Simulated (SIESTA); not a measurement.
Te2Mo under changes of volume

One of the cells (136.165 Å³/atom); the others are scaled copies at fixed shape and fractional positions:

```xyz
6
Lattice="6.4037 0.0000 0.0000 0.0000 3.5035 0.0000 -0.0863 0.0000 36.4155" Properties=species:S:1:pos:R:3 pbc="T T T"
Te    2.7021    2.6276   19.6900
Te    3.6153    0.8759   16.7255
Te    5.8488    0.8759   20.2662
Te    0.4686    2.6276   16.1493
Mo    1.1184    0.8759   18.1154
Mo    5.1991    2.6276   18.3000
```

- Program: SIESTA 5.4.2
- Functional: PBEsol
- Potentials or basis: PseudoDojo 0.4 standard (PBEsol files)
- Basis: DZP (energy shift 0.003 Ry; two zetas on semicore shells)
- Grid cutoff: 800 Ry
- Energy shift: 0.003 Ry
- k mesh: 4 × 8 × 1
- Occupations: fermi-dirac, width 0.05 eV
- Spin: no spin polarisation

| volume (Å³/atom) | energy over the lowest point (meV/atom) | largest force (eV/Å) |
| --- | --- | --- |
| 125.485 | 28.32 | 1.627 |
| 128.155 | 10.09 | 1.193 |
| 130.825 | 0.00 | 0.780 |
| 136.165 | ? | ? |
| 138.835 | 10.91 | 0.309 |
| 141.505 | 25.80 | 0.541 |

Task: What does the run at 136.165 Å³/atom give?

Result: Energy over the lowest point 1.32 meV/atom; largest force 0.139 eV/Å.

Worked out: A Birch-Murnaghan fit of order 3 (a polynomial in V^(-2/3)) to the other rows has its minimum at 133.21 Å³/atom with B0 = V·E''(V) = 19.8 GPa and B' = 4.7 at fixed shape and positions, which overstates the stiffness. It gives 1.20 meV/atom at 136.165 Å³/atom, against the run's 1.32.

Energies are extrapolated to zero smearing.

Caveats: the basis of atomic orbitals isn't converged, which shifts pressures, moduli and gaps.
